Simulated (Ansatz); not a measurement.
Ge — electric field gradients

The cell is a structure deposited in the COD.

Space group P4_32_12 (No. 96); a = 5.9300, c = 6.9800 Å.

```csv
site,Wyckoff,site symmetry,x,y,z
Ge1,4a,..2,0.0750,0.0750,0.0000
Ge5,8b,1,0.1667,0.3750,0.2500
```

One atom of each set is listed.

Method: Kohn–Sham DFT in Ansatz, PBE, plane waves and PAW (field gradients read without the response of the frozen cores, which leaves them typically 4 to 6 % off), scalar-relativistic, 420 eV cutoff, Γ-centred 6×6×5 k-points, Fermi–Dirac smearing 0.05 eV.

V_zz is the principal component of the electric field gradient with the largest magnitude, η = (V_xx − V_yy)/V_zz and C_Q = eQV_zz/h. ν_Q = 3|C_Q|/[2I(2I − 1)].

⁷³Ge: I = 9/2, Q = -196.0 mb. Nuclear quadrupole moments: year-2017 set (Pyykkö).

```tsv
site	atoms	first shell	C_Q (MHz)	η	ν_Q (MHz)
Ge1	4	4 Ge at 2.44–2.55 Å	-15.6	0.43	0.651
Ge5	8	4 Ge at 2.44–2.55 Å	23.5	0.76	0.979
```

The largest force is 0.9 eV/Å, so the atoms aren't at the calculated equilibrium and relaxing them would move these values. With a gap of 0.5 eV on this mesh, the gradients can still move by some per cent as the k-mesh gets denser.

The run took 53 s of wall time (53 s of CPU time) and 0.81 GiB at its peak, on 1 thread of Intel Xeon Platinum 8488C (Sapphire Rapids) (x86_64; 16 cores open to the job, memory cap 3.0 GiB, no GPU), a shared host with a load of 0.2 a core.
